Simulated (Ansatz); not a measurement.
# Cu2O (Cuprite): band structure with PBE

**Experimental background.**

From “Importance of surface oxygen vacancies for ultrafast hot carrier relaxation and transport in Cu2O”, 2021, arxiv:2103.03167, for a bulk crystal of Cu2O: band gap 2.17 eV (direct).

Crystal: Cu2O (Cuprite).

```
Cu O
1.0
     4.26000    0.00000    0.00000
     0.00000    4.26000    0.00000
     0.00000    0.00000    4.26000
Cu O
4 2
Direct
  0.75000 0.25000 0.75000
  0.75000 0.75000 0.25000
  0.25000 0.75000 0.75000
  0.25000 0.25000 0.25000
  0.50000 0.50000 0.50000
  0.00000 0.00000 0.00000
```

| Quantity | Value |
| --- | --- |
| Program | Ansatz 0.2.0 |
| Task | band structure |
| Functional | PBE |
| Potentials or basis | Ansatz PAW earlier set |
| Cutoff | 930 eV (not typed: the program's choice for these potentials) |
| k mesh | 6 × 6 × 6 |
| Occupations | fermi-dirac, width 0.05 eV |
| Spin | no spin polarisation |
| Path | [["G", "X", "M", "G", "R", "X"], ["M", "R"]] |
| Points for each segment of the path | 14 |

| Property | Result |
| --- | --- |
| Pressure | 3.2 GPa |
| Band gap on the k mesh | 0.54 eV, direct |
| Band gap along the path | 0.54 eV, direct |

Levels at the corners of the path, in eV from the valence-band top:
```csv
point,band 40,band 41,band 42,band 43,band 44,band 45,band 46,band 47,band 48,band 49
Γ,-1.56,-1.56,0.00,0.00,0.00,0.54,1.21,1.21,7.91,7.91
X,-1.68,-1.20,-1.20,-0.39,-0.39,2.25,2.25,4.21,4.21,7.39
M,-1.47,-1.21,-1.21,-0.66,-0.66,1.90,1.90,3.83,3.83,6.78
Γ,-1.56,-1.56,0.00,0.00,0.00,0.54,1.21,1.21,7.91,7.91
R,-1.61,-0.98,-0.57,-0.57,-0.57,2.42,2.42,2.42,4.87,4.87
X,-1.68,-1.20,-1.20,-0.39,-0.39,2.25,2.25,4.21,4.21,7.39
M,-1.47,-1.21,-1.21,-0.66,-0.66,1.90,1.90,3.83,3.83,6.78
R,-1.61,-0.98,-0.57,-0.57,-0.57,2.42,2.42,2.42,4.87,4.87
```

Wall time 24 s on 2 threads of AMD EPYC 7R43 64-Core Processor (Zen 3), with other jobs on the host, peak memory 0.94 GiB.

A measured gap of Cu2O is 2.17 eV (direct; quoted in “Importance of surface oxygen vacancies for ultrafast hot carrier relaxation and transport in Cu2O”, 2021, arxiv:2103.03167); the calculated 0.54 eV misses it by -1.63 eV. So large a miss can be the level of theory's own, or it may mean another phase, state or a wrong row. The value is that of PBE, without temperature or zero-point motion. Semilocal functionals fall short of measured gaps as a rule.
